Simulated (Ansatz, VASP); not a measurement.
## One calculation of HgTe, two programs

The input INCAR:

```
SYSTEM = HgTe
PREC = Accurate ; ENCUT = 520
EDIFF = 1E-6 ; ISMEAR = 0
SIGMA = 0.1 ; LREAL = .False.
LASPH = .True. ; NELM = 60
ALGO = Normal ; ISIF = 2
LWAVE = .False. ; LCHARG = .True.
GGA = PS ; LELF = .True.
LVHAR = .True. ; NBANDS = 16
```

The input KPOINTS:

```
regular mesh
0
Gamma
  12 12 12
  0 0 0
```

Contents of POSCAR:

```
HgTe
1.0
    0.0000000000      3.2547153907      3.2547153907
    3.2547153907      0.0000000000      3.2547153907
    3.2547153907      3.2547153907      0.0000000000
Hg Te
1 1
Direct
    0.0000000000      0.0000000000      0.0000000000
    0.2500000000      0.2500000000      0.2500000000
```

Input for Ansatz:

```yaml
crystal:
  lattice:
    - [0.0, 3.2547153855, 3.2547153855]
    - [3.2547153855, 0.0, 3.2547153855]
    - [3.2547153855, 3.2547153855, 0.0]
  atoms:
    - { symbol: Hg, position: [0.0, 0.0, 0.0] }
    - { symbol: Te, position: [0.25, 0.25, 0.25] }
basis:
  ecutwfc: 420
kpoints:
  mp_grid: { grid: [12, 12, 12] }
  band_path:
    path:
      - [[0.0, 0.0, 0.0], [-0.5, -0.5, 0.0], [-0.375, -0.375, 0.25]]
      - [[-0.375, 0.0, 0.375], [0.0, 0.0, 0.0], [0.0, 0.0, 0.5], [-0.5, -0.25, 0.25], [-0.5, -0.5, 0.0]]
    npoints: 14
hamiltonian:
  xc: pbesol
scf:
  occupations: { method: gaussian, width: 0.1 }
  n_extra_bands: 6
output:
  forces: true
  stress: true
  eigenvalues: true
  populations: true
  dos: { projected: true, de: 0.02, nscf_kmesh: { grid: [18, 18, 18] } }
  bader: true
  write_density: true
  write_potential: true
  elf: true
  volumetric_format: npy
```

Alike in both runs: task single point; functional PBEsol; k mesh 12 × 12 × 12; occupations gaussian, width 0.1 eV; no spin polarisation.

```csv
,VASP,Ansatz
version,VASP 6.6.1,Ansatz 0.2.0
potentials or method,"VASP PAW PBE potentials, release 64 (Hg, Te)","scalar-relativistic, plane waves, PAW"
plane-wave cutoff (eV),520,420
valence electrons in the cell,18,36
```

```csv
,VASP,Ansatz,Ansatz less VASP
gap on the k mesh at the Fermi level (eV),none,none,-
pressure (GPa),0.1,0.0,-0.11
```

A gap of «none» marks a metal or a gap that the smearing closes. With one functional, cell and mesh, what is left measures potentials, basis and numerics. The two sets of potentials don't hold the same shells in valence.

Caveats: the PAW data sets were made with another functional, which shifts forces and pressure a little (VASP). The runs have no spin-orbit coupling, so splittings on Hg, Te are missing.
